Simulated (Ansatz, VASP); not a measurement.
One calculation of BN, two programs

```
N B
1.0
     0.00000    1.81300    1.81300
     1.81300    0.00000    1.81300
     1.81300    1.81300    0.00000
N B
1 1
Direct
  0.25000 0.25000 0.25000
  0.00000 0.00000 0.00000
```

The cell is a database's computed one.

Alike in both runs: task single point; functional PBE; k mesh 13 × 13 × 13; occupations gaussian, width 0.02 eV; no spin polarisation.

```csv
,VASP,Ansatz
version,VASP 6.6.1,Ansatz 0.2.0
potentials or method,"VASP PAW PBE potentials, release 64 (N, B)",Ansatz PAW
plane-wave cutoff (eV),500,420
valence electrons in the cell,8,8
```

```tsv
	VASP	Ansatz	Ansatz less VASP
gap on the k mesh at the Fermi level (eV)	4.52	4.54	+0.012
least direct gap on the mesh (eV)	8.78	8.79	+0.010
pressure (GPa)	-0.2	-0.4	-0.20
```

Caveats: an odd mesh through Γ misses points on the zone boundary, where band edges often lie (VASP); odd divisions of the mesh miss points on the zone boundary, where band edges often lie, so the gap on the mesh can be too wide (Ansatz); the pressure holds a Pulay correction of +1.1 GPa for the finite cutoff (Ansatz). As with any semilocal functional, this PBE gap is likely too small.
